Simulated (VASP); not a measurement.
Runs of VASP 6.6.1 on Nb. It takes space group Fm-3m (No. 225, cubic). The conventional cell has a = 4.160 Å, b = 4.160 Å, c = 4.160 Å, α = 90.00°, β = 90.00°, γ = 90.00°. Nb (site symmetry m-3m) has 12 Nb at 2.94 Å as nearest neighbours. This isn't the form of Nb at room conditions, which is bcc.

```tsv
task	level	potentials or basis	cell	k mesh	cutoff (eV)	mesh quality	gap on the mesh (eV)	pressure (GPa)	relaxed volume (Å³/atom)
relaxation of cell and atoms	PBEsol	VASP PAW PBE potentials, release 64 (Nb_sv)	relaxed	18 × 18 × 18	600	not flagged	none	0.0	18.11
single point	PBEsol	VASP PAW PBE potentials, release 64 (Nb_sv)	as given	18 × 18 × 18	520	not flagged	none	1.0	-
relaxation of cell and atoms	RPBE	VASP PAW PBE potentials, release 64 (Nb_sv)	relaxed	18 × 18 × 18	600	not flagged	none	0.0	(b)
relaxation of cell and atoms	LDA	VASP PAW LDA potentials, release 64 (Nb_sv)	relaxed	18 × 18 × 18	600	not flagged	none	0.0	17.72
relaxation of cell and atoms	PBEsol	VASP PAW PBE potentials, release 64 (Nb_sv)	relaxed	6 × 6 × 6	600	coarse	none	0.0	(a)
relaxation of cell and atoms	PBEsol	VASP PAW PBE potentials, release 64 (Nb_pv)	relaxed	18 × 18 × 18	580	not flagged	none	0.0	18.35
```

Alike in all rows: no spin polarisation; smearing gaussian 0.1 eV.

**Question.** Fill in the values left out.

**Answer.** (a) 18.14; (b) 19.05.

Caveats: some runs use coarse meshes; the PAW data sets were made with another functional, which shifts forces and pressure a little (some runs).

A k mesh can miss the band edges, and the runs leave out spin-orbit coupling on Nb.

A gap of «none» marks a metal or a gap under the smearing width.

The runs don't all hold the same shells in valence.

Runs at the PBE level aren't shown here.
